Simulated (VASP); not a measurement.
Input of a VASP 6.6.1 run:

The input INCAR:

```
SYSTEM = SiO2
PREC = Accurate ; ENCUT = 600
EDIFF = 1E-6 ; ISMEAR = 0
SIGMA = 0.03 ; LREAL = .False.
LASPH = .True. ; NELM = 80
ALGO = Normal ; ISIF = 3
LWAVE = .False. ; LCHARG = .False.
GGA = PE ; IBRION = 2
NSW = 90 ; EDIFFG = -0.01
KPAR = 2
```

File KPOINTS:

```
regular mesh
0
Gamma
  8 8 10
  0 0 0
```

Contents of POSCAR:

```
SiO2
1.0
    4.1773000000      0.0000000000      0.0000000000
    0.0000000000      4.1773000000      0.0000000000
    0.0000000000      0.0000000000      2.6652000000
Si O
2 4
Direct
    0.0000000000      0.0000000000      0.0000000000
    0.5000000000      0.5000000000      0.5000000000
    0.3059000000      0.3059000000      0.0000000000
    0.1941000000      0.8059000000      0.5000000000
    0.6941000000      0.6941000000      0.0000000000
    0.8059000000      0.1941000000      0.5000000000
```

Potentials or basis: VASP PAW PBE potentials, release 64 (Si, O).

Launch:

```sh
$ cat potpaw_PBE.64/Si/POTCAR potpaw_PBE.64/O/POTCAR > POTCAR
$ mpirun -np 2 vasp_std > vasp.out
```

Estimate the space group after relaxing (to 0.05 Å).

P4_2/mnm (No. 136).

Estimate the relaxed cell.

a = 4.231 Å, b = 4.231 Å, c = 2.693 Å, α = 90.00°, β = 90.00°, γ = 90.00°.

Predict the band gap on the k mesh.

5.03 eV, direct.

Stress tensor (GPa, compression positive):
```
-0.07  0.00  0.00
 0.00 -0.07  0.00
 0.00  0.00 -0.17
```

A k mesh can miss the band edges. Zero-point motion and thermal expansion aren't in these numbers.
